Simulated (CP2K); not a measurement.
Runs of CP2K 2026.2 on C. The structure is cubic, space group Fd-3m (No. 227). Conventional cell: a = 3.567 Å, b = 3.567 Å, c = 3.567 Å, α = 90.00°, β = 90.00°, γ = 90.00°. C (site symmetry -43m) is surrounded by 4 C at 1.54 Å. This isn't the form of C at room conditions, which is graphite.

| task | level | potentials or basis | cell | smearing | k points reduced by the point group | NGRIDS | potentials | points a segment of the path (NPOINTS) | bands added on the path | gap on the mesh (eV) | pressure (GPa) | relaxed volume (Å³/atom) |
| --- | --- | --- | --- | --- | --- | --- | --- | --- | --- | --- | --- | --- |
| band structure | LDA | GTH_POTENTIALS C GTH-PADE-q4; TZVP-MOLOPT-PBE-GTH basis | as given | fermi-dirac 0.05 eV | yes | 4 | C GTH-PADE-q4 of GTH_POTENTIALS | 8 | 6 | 4.53 | -11.1 | - |
| single point | LDA | GTH_POTENTIALS C GTH-PADE-q4; TZVP-MOLOPT-PBE-GTH basis | as given | gaussian 0.1 eV | yes | 5 | C GTH-PADE-q4 of GTH_POTENTIALS | - | - | 4.53 | -11.1 | - |
| relaxation of cell and atoms | revPBE+D4 | POTENTIAL_UZH C GTH-PBE-q4; TZVP-MOLOPT-PBE-GTH basis | relaxed | fermi-dirac 0.05 eV | - | 5 | C GTH-PBE-q4 of POTENTIAL_UZH | - | - | 4.61 | 0.0 | (a) |
| relaxation of cell and atoms | revPBE+D3(BJ) | POTENTIAL_UZH C GTH-PBE-q4; TZVP-MOLOPT-PBE-GTH basis | relaxed | fermi-dirac 0.05 eV | - | 5 | C GTH-PBE-q4 of POTENTIAL_UZH | - | - | 4.61 | 0.0 | 5.59 |

Alike in all rows: no spin polarisation; k mesh 13 × 13 × 13.

Problem. Estimate the missing entries.

Solution. (a) 5.57.

Caveats: the basis of atomic orbitals isn't converged, which shifts pressures, moduli and gaps; an odd mesh through Γ misses points on the zone boundary, where band edges often lie (some runs); the potentials were made for another functional, which shifts forces and pressure (some runs); the real-space grid breaks the cell's symmetry a little (some runs).

Runs at the PBE level aren't shown here.
